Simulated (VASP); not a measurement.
# GaAs: cell size and functional, part 2 of 2

How much does the relaxed cell of GaAs depend on the functional? The starting structure is a measured crystal structure from the Crystallography Open Database. The first relaxation on each setting starts from this cell expanded by 3 % in volume.

VASP 6.6.1.

Results so far: PBEsol 22.66 Å³ an atom; LDA 22.06 Å³ an atom; PBE 23.73 Å³ an atom; PBEsol + D3(BJ) 22.02 Å³ an atom.

## 6. Relaxation with r2SCAN

Level of this step: r2SCAN; plane waves and PAW (As, Ga_d) (VASP).

r2SCAN adds the kinetic-energy density, costs more than a GGA and is run with LASPH. This run starts from the cell of an earlier relaxation, which isn't shown; the restart sets up the plane waves anew.

INCAR

```
SYSTEM = GaAs
PREC = Accurate
ENCUT = 450
EDIFF = 1E-06
NELM = 100
ISMEAR = 0
SIGMA = 0.03
LREAL = .FALSE.
ALGO = Normal
METAGGA = R2SCAN
LASPH = .TRUE.
NBANDS = 15
LORBIT = 11
LWAVE = .FALSE.
LCHARG = .FALSE.
KPAR = 4
IBRION = 2
NSW = 50
ISIF = 3
EDIFFG = -0.006
```

POSCAR

```
GaAs
1.0
    0.0000000000      2.8333459187      2.8333459187
    2.8333459187      0.0000000000      2.8333459187
    2.8333459187      2.8333459187      0.0000000000
As Ga
1 1
Direct
    0.7500000000      0.7500000000      0.7500000000
    0.0000000000      0.0000000000      0.0000000000
```

KPOINTS

```
Automatic mesh
0
Gamma
6 6 6
0 0 0
```

Potentials, in the order of the species: As and Ga_d (PBE family, release 64).

Started as:

```
$ mpirun -np 4 vasp_std
```

Output:

```text
[banner, memory and clock lines left out]
running    4 mpi-ranks, on    1 nodes
[...]
[... a notice as in an earlier step ...]

 LDA part: xc-table for (None), standard interpolation
 POSCAR, INCAR and KPOINTS ok, starting setup
[...]
entering main loop
       N       E                     dE             d eps       ncg     rms          rms(c)
DAV:   1     0.614339154138E+02    0.61434E+02   -0.87291E+03   488   0.154E+03
DAV:   2    -0.227640929522E+02   -0.84198E+02   -0.80681E+02   585   0.312E+02
DAV:   3    -0.290203986625E+02   -0.62563E+01   -0.62396E+01   564   0.691E+01
DAV:   4    -0.291173100115E+02   -0.96911E-01   -0.96904E-01   621   0.979E+00
[...]
DAV:  10    -0.270355450193E+02   -0.10736E-04   -0.12488E-04   599   0.810E-02    0.229E-02
DAV:  11    -0.270355416869E+02    0.33325E-05   -0.16162E-05   571   0.291E-02    0.221E-03
DAV:  12    -0.270355411149E+02    0.57197E-06   -0.49214E-07   499   0.104E-02
   1 F= -.27035541E+02 E0= -.27035541E+02  d E =-.270355E+02
[...]
reached required accuracy - stopping structural energy minimisation
```

It took 19 s on 4 MPI ranks of Intel Xeon Platinum 8375C at 2.90GHz (Ice Lake), shared host; peak memory 0.56 GiB.

From OUTCAR (step 6):

```text
  Total        0.0067371      0.0067371      0.0067371      0.0000000      0.0000000      0.0000000
  in kB        0.2372763      0.2372763      0.2372763      0.0000000      0.0000000      0.0000000
  external PRESSURE =       0.2372763 kB  Pullay stress =       0.0000000 kB

 POSITION                                       TOTAL-FORCE (eV/Angst)
 -----------------------------------------------------------------------------------
      4.25002      4.25002      4.25002        -0.000000     -0.000000     -0.000000
      0.00000      0.00000      0.00000         0.000000      0.000000      0.000000
 -----------------------------------------------------------------------------------
    total drift:                                0.000013      0.000013      0.000014

  FREE ENERGIE OF THE ION-ELECTRON SYSTEM (eV)
  ---------------------------------------------------
  free  energy   TOTEN  =       -27.0355411149 eV

  energy  without entropy=      -27.0355411149  energy(sigma->0) =      -27.03554111

[... 2 parts as in an earlier step ...]

[... 2 further parts left out ...]
[key lines of the parts left out:]
E-fermi :   3.8165
```

With r2SCAN the relaxed cell holds 22.746 Å³ an atom, +0.69 % against the measured cell, with a = 5.667 Å. That is +0.37 % from PBEsol.

## 7. Relaxation with r2SCAN + rVV10

rVV10 adds a nonlocal correlation energy for dispersion. This run starts from the cell of an earlier relaxation, which isn't shown; the restart sets up the plane waves anew.

INCAR, as its differences from that of step 6:

```diff
@@ -10,2 +10,6 @@
 METAGGA = R2SCAN
+LUSE_VDW = .TRUE.
+IVDW_NL = 2
+BPARAM = 11.95
+CPARAM = 0.0093
 LASPH = .TRUE.
```

POSCAR

```
GaAs
1.0
    0.0000000000      2.8245425014      2.8245425014
    2.8245425014      0.0000000000      2.8245425014
    2.8245425014      2.8245425014      0.0000000000
As Ga
1 1
Direct
    0.7500000000      0.7500000000      0.7500000000
    0.0000000000      0.0000000000      0.0000000000
```

KPOINTS is that of step 6.

Started as:

```
$ mpirun -np 4 vasp_std
```

Output:

```text
[banner, memory and clock lines left out]
running    4 mpi-ranks, on    1 nodes
[...]
|                                                                             |
|               ----> ADVICE to this user running VASP <----                  |
|                                                                             |
|     You have switched on vdW-DFT.                                           |
|     This routine was written and supplied by Jiri Klimes. We recommend      |
|     that you carefully read and cite the following publications:            |
|       J. Klimes, D.R. Bowler, A. Michelides                                 |
|          J. Phys.: Cond Matt. 22 022201 (2010)                              |
|       J. Klimes, D.R. Bowler, A. Michelides                                 |
|          Phys. Rev. B. 83, 195131 (2011)                                    |
|     and references therein.                                                 |
|                                                                             |

[...]
DAV:  10    -0.264833973022E+02   -0.33922E-05   -0.11254E-04   564   0.771E-02    0.232E-02
Total rVV10 correction in eV:      0.5503808    21.2593008
Total rVV10 correction in eV:      0.5503808    21.2593008
Total rVV10 correction in eV:      0.5503808    21.2593008
Total rVV10 correction in eV:      0.5503808    21.2593008
DAV:  11    -0.264833911587E+02    0.61435E-05   -0.12310E-05   585   0.271E-02    0.242E-03
Total rVV10 correction in eV:      0.5503815    21.2593008
Total rVV10 correction in eV:      0.5503815    21.2593008
Total rVV10 correction in eV:      0.5503815    21.2593008
Total rVV10 correction in eV:      0.5503815    21.2593008
DAV:  12    -0.264833903186E+02    0.84015E-06   -0.38830E-07   457   0.962E-03
Total rVV10 correction in eV:      0.5503774    21.2593008
Total rVV10 correction in eV:      0.5503774    21.2593008
Total rVV10 correction in eV:      0.5503774    21.2593008
Total rVV10 correction in eV:      0.5503774    21.2593008
Total rVV10 correction in eV:      0.5503807    21.2593008
Total rVV10 correction in eV:      0.5503807    21.2593008
Total rVV10 correction in eV:      0.5503807    21.2593008
Total rVV10 correction in eV:      0.5503807    21.2593008
   1 F= -.26483390E+02 E0= -.26483390E+02  d E =-.264834E+02
[...]
reached required accuracy - stopping structural energy minimisation
```

It took 55 s on 4 MPI ranks; peak memory 0.94 GiB; 3.5 min of CPU time.

From OUTCAR (step 7):

```text
  Total        0.0034460      0.0034460      0.0034460     -0.0000000      0.0000000      0.0000000
  in kB        0.1225039      0.1225039      0.1225039     -0.0000000      0.0000000      0.0000000
  external PRESSURE =       0.1225039 kB  Pullay stress =       0.0000000 kB

 POSITION                                       TOTAL-FORCE (eV/Angst)
 -----------------------------------------------------------------------------------
      4.23681      4.23681      4.23681         0.000000      0.000000      0.000000
      0.00000      0.00000      0.00000        -0.000000     -0.000000     -0.000000
 -----------------------------------------------------------------------------------
    total drift:                                0.000012      0.000012      0.000012

  FREE ENERGIE OF THE ION-ELECTRON SYSTEM (eV)
  ---------------------------------------------------
  free  energy   TOTEN  =       -26.4833903186 eV

  energy  without entropy=      -26.4833903186  energy(sigma->0) =      -26.48339032

[... 2 parts as in an earlier step ...]

[... 2 further parts left out ...]
[key lines of the parts left out:]
E-fermi :   3.9011
```

With r2SCAN + rVV10 the relaxed cell holds 22.534 Å³ an atom, -0.24 % against the measured cell, with a = 5.649 Å. That is -0.56 % from PBEsol.

## 8. Relaxation with vdW-DF-cx

vdW-DF-cx takes its exchange from the same plasmon model as its correlation. This run starts from the cell of an earlier relaxation, which isn't shown; the restart sets up the plane waves anew.

INCAR, as its differences from that of step 7:

```diff
@@ -9,7 +9,5 @@
 ALGO = Normal
-METAGGA = R2SCAN
+GGA = CX
+AGGAC = 0
 LUSE_VDW = .TRUE.
-IVDW_NL = 2
-BPARAM = 11.95
-CPARAM = 0.0093
 LASPH = .TRUE.
```

POSCAR

```
GaAs
1.0
    0.0000000000      2.8384372889      2.8384372889
    2.8384372889      0.0000000000      2.8384372889
    2.8384372889      2.8384372889      0.0000000000
As Ga
1 1
Direct
    0.7500000000      0.7500000000      0.7500000000
    0.0000000000      0.0000000000      0.0000000000
```

KPOINTS is that of step 7.

Started as:

```
$ mpirun -np 4 vasp_std
```

Output:

```text
[banner, memory and clock lines left out]
running    4 mpi-ranks, on    1 nodes
[...]
[... a notice as in an earlier step ...]

 [... a notice as in an earlier step ...]

 LDA part: xc-table for (Slater+PW92), standard interpolation
 POSCAR, INCAR and KPOINTS ok, starting setup
[...]
entering main loop
       N       E                     dE             d eps       ncg     rms          rms(c)
DAV:   1     0.819941299230E+02    0.81994E+02   -0.84920E+03   496   0.146E+03
DAV:   2     0.216647586043E+01   -0.79828E+02   -0.76615E+02   550   0.299E+02
DAV:   3    -0.364242483809E+01   -0.58089E+01   -0.57865E+01   599   0.657E+01
DAV:   4    -0.372936239364E+01   -0.86938E-01   -0.86927E-01   585   0.910E+00
[...]
DAV:  10    -0.355610457297E+01   -0.59066E-04   -0.61517E-05   601   0.759E-02    0.269E-02
DAV:  11    -0.355614421367E+01   -0.39641E-04   -0.52410E-05   543   0.616E-02    0.254E-03
DAV:  12    -0.355614454697E+01   -0.33330E-06   -0.12313E-06   522   0.156E-02
   1 F= -.35561445E+01 E0= -.35561445E+01  d E =-.355614E+01
[...]
reached required accuracy - stopping structural energy minimisation
```

The job ended after 37 s (4 MPI ranks; peak memory 1.2 GiB).

From OUTCAR (step 8):

```text
  Total        0.0025911      0.0025911      0.0025911      0.0000000      0.0000000      0.0000000
  in kB        0.0907679      0.0907679      0.0907679      0.0000000      0.0000000      0.0000000
  external PRESSURE =       0.0907679 kB  Pullay stress =       0.0000000 kB

 POSITION                                       TOTAL-FORCE (eV/Angst)
 -----------------------------------------------------------------------------------
      4.25766      4.25766      4.25766        -0.000000     -0.000000     -0.000000
      0.00000      0.00000      0.00000         0.000000      0.000000      0.000000
 -----------------------------------------------------------------------------------
    total drift:                               -0.000001     -0.000001     -0.000001

  FREE ENERGIE OF THE ION-ELECTRON SYSTEM (eV)
  ---------------------------------------------------
  free  energy   TOTEN  =        -3.5561445470 eV

  energy  without entropy=       -3.5561445470  energy(sigma->0) =       -3.55614455

[... 2 parts as in an earlier step ...]

[... 2 further parts left out ...]
[key lines of the parts left out:]
E-fermi :   3.8647
```

With vdW-DF-cx the relaxed cell holds 22.869 Å³ an atom, +1.23 % against the measured cell, with a = 5.677 Å. That is +0.91 % from PBEsol.

## 9. Relaxation with PBEsol + D4

D4 lets the coefficients depend on atomic charges too. This run starts from the cell of an earlier relaxation, which isn't shown; the restart sets up the plane waves anew.

INCAR, as its differences from that of step 8:

```diff
@@ -9,6 +9,4 @@
 ALGO = Normal
-GGA = CX
-AGGAC = 0
-LUSE_VDW = .TRUE.
-LASPH = .TRUE.
+GGA = PS
+IVDW = 13
 NBANDS = 15
```

POSCAR

```
GaAs
1.0
    0.0000000000      2.8096133163      2.8096133163
    2.8096133163      0.0000000000      2.8096133163
    2.8096133163      2.8096133163      0.0000000000
As Ga
1 1
Direct
    0.7500000000      0.7500000000      0.7500000000
    0.0000000000      0.0000000000      0.0000000000
```

KPOINTS is that of step 8.

Started as:

```
$ mpirun -np 4 vasp_std
```

Output:

```text
[... set-up lines as in an earlier step ...]
 entering main loop
       N       E                     dE             d eps       ncg     rms          rms(c)
DAV:   1     0.751503989683E+02    0.75150E+02   -0.83676E+03   480   0.155E+03
DAV:   2    -0.338582896257E+01   -0.78536E+02   -0.75097E+02   536   0.284E+02
DAV:   3    -0.918692729775E+01   -0.58011E+01   -0.57774E+01   606   0.656E+01
DAV:   4    -0.926940624522E+01   -0.82479E-01   -0.82470E-01   522   0.883E+00
[...]
DAV:  10    -0.905951733521E+01   -0.32448E-04   -0.55226E-05   673   0.800E-02    0.229E-02
DAV:  11    -0.905953861573E+01   -0.21281E-04   -0.24984E-05   550   0.540E-02    0.275E-03
DAV:  12    -0.905953859948E+01    0.16254E-07   -0.93683E-07   471   0.164E-02
   1 F= -.95483407E+01 E0= -.95483407E+01  d E =-.954834E+01
[...]
reached required accuracy - stopping structural energy minimisation
```

Run time: 5.8 s. Hardware: 4 MPI ranks; peak memory 0.57 GiB.

Parts of OUTCAR (step 9):

```text
  Edisp (eV):   -0.48880

  Total      -0.00753    -0.00753    -0.00753     0.00000    -0.00000     0.00000
  in kB      -0.27203    -0.27203    -0.27203     0.00000    -0.00000     0.00000
  external pressure =       -0.27 kB  Pullay stress =        0.00 kB

 POSITION                                       TOTAL-FORCE (eV/Angst)
 -----------------------------------------------------------------------------------
      4.21442      4.21442      4.21442         0.000000     -0.000000      0.000000
      0.00000      0.00000      0.00000        -0.000000      0.000000     -0.000000
 -----------------------------------------------------------------------------------
    total drift:                               -0.000001     -0.000001     -0.000001

  FREE ENERGIE OF THE ION-ELECTRON SYSTEM (eV)
  ---------------------------------------------------
  free  energy   TOTEN  =        -9.5483406982 eV

  energy  without entropy=       -9.5483406982  energy(sigma->0) =       -9.54834070

[... 2 parts as in an earlier step ...]

[... 2 further parts left out ...]
[key lines of the parts left out:]
E-fermi :   4.1603
```

With PBEsol + D4 the relaxed cell holds 22.179 Å³ an atom, -1.82 % against the measured cell, with a = 5.619 Å. That is -2.13 % from PBEsol.

## 10. All runs side by side

| level | volume (Å³/atom) | against the measured cell (%) | a (Å) | pressure left (GPa) | core minutes |
| --- | --- | --- | --- | --- | --- |
| PBEsol | 22.662 | 0.32 | 5.6597 | 0.02 | 1.2 |
| LDA | 22.06 | -2.34 | 5.6092 | -0.04 | 1.03 |
| PBE | 23.726 | 5.03 | 5.7469 | -0.01 | 0.933 |
| PBEsol + D3(BJ) | 22.021 | -2.52 | 5.6059 | -0.03 | 0.907 |
| r2SCAN | 22.746 | 0.69 | 5.6667 | 0.02 | 3.99 |
| r2SCAN + rVV10 | 22.534 | -0.24 | 5.6491 | 0.01 | 13.8 |
| vdW-DF-cx | 22.869 | 1.23 | 5.6769 | 0.01 | 12.2 |
| PBEsol + D4 | 22.179 | -1.82 | 5.6192 | -0.03 | 1.31 |

Core minutes are wall time times ranks, summed over the relaxations behind a row (those for a bulk modulus apart), on shared hosts.

## 11. Summary of results

```json
{"volume, PBEsol": "22.66 Å³/atom", "volume, LDA": "22.06 Å³/atom", "volume, PBE": "23.73 Å³/atom", "volume, PBEsol + D3(BJ)": "22.02 Å³/atom", "volume, r2SCAN": "22.75 Å³/atom", "volume, r2SCAN + rVV10": "22.53 Å³/atom", "volume, vdW-DF-cx": "22.87 Å³/atom", "volume, PBEsol + D4": "22.18 Å³/atom"}
```

Across 8 levels the volume of GaAs spans 7.7 %, from 22.02 Å³ an atom (PBEsol + D3(BJ)) to 23.73 Å³ (PBE). Against the measured volume of the starting structure, r2SCAN + rVV10 comes nearest (-0.2 %) and PBE lies farthest (+5.0 %). The measured cell holds zero-point expansion and, unless it was taken cold, thermal expansion, which the runs lack, so small differences decide nothing. Adding D3(BJ) to PBEsol changes the volume by -2.8 %. Adding rVV10 to r2SCAN changes the volume by -0.9 %. Adding D4 to PBEsol changes the volume by -2.1 %. LASPH is on in some of these runs and off in others, which adds a little to the differences. All runs keep the symmetry of the start, so they can't find a distortion of lower symmetry. Further runs on this material are not shown.

[Lines on the potential files, build, host, timing and source positions are cut from VASP's logs without a mark.]

[Logs are printed without paths, hosts, clocks, repeated set-up lines and the standing remarks that a program may print on its own settings, such as how far it seeks lower states.]

[Hosts, paths, dates, database ids (printed as entryN), source tags and the programs' standing remarks are cut or masked in the printed files.]
